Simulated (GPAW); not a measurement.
Input of a GPAW 26.7.0 run:

Contents of run.py:

```python
from ase import Atoms
from ase.dft.bandgap import bandgap
from ase.io import write
from ase.units import Bohr, GPa
from gpaw import GPAW, PW
from gpaw.elf import elf_from_dft_calculation

atoms = Atoms(['Pb', 'S'],
              cell=[[0.0, 2.96575, 2.96575],
                    [2.96575, 0.0, 2.96575],
                    [2.96575, 2.96575, 0.0]],
              scaled_positions=[[0.0, 0.0, 0.0],
                                [0.5, 0.5, 0.5]],
              pbc=True)

calc = GPAW(mode=PW(600),
            xc='PBE',
            kpts={'size': (8, 8, 8), 'gamma': True},
            occupations={'name': 'methfessel-paxton', 'order': 0, 'width': 0.028999999999999998},
            nbands=19,
            convergence={'density': 1e-05, 'energy': 1e-05},
            maxiter=150,
            txt='gpaw.txt')
atoms.calc = calc
energy = atoms.get_potential_energy()
forces = atoms.get_forces()
stress = atoms.get_stress()
calc.write('gs.gpw')
write('result.traj', atoms)
print(f'Energy: {energy:.6f} eV')
print('Forces (eV/A):')
print(forces.round(4))
print('Stress (GPa):', (stress / GPa).round(3))
print('Fermi level:', round(calc.get_fermi_level(), 4), 'eV')
print(f'Gap: {bandgap(calc)[0]:.4f} eV, direct: {bandgap(calc, direct=True)[0]:.4f} eV')

# fields on the real-space grid
write('density.cube', atoms, data=calc.get_pseudo_density() * Bohr**3)
write('potential.cube', atoms, data=calc.get_electrostatic_potential())
write('elf.cube', atoms, data=elf_from_dft_calculation(calc).data)
```

Potentials or basis: GPAW PAW data sets (gpaw-data 1.2.1), pw.

Run with:

```console
$ OMP_NUM_THREADS=1 python run.py
```

Q: Estimate the band gap on the k mesh.

A: 0.31 eV, direct.

Q: Estimate the pressure.

A: 2.0 GPa.

Caveat: spin-orbit coupling is left out, which as a rule narrows the gap of such compounds by several tenths of an eV. A k mesh can miss the band edges.
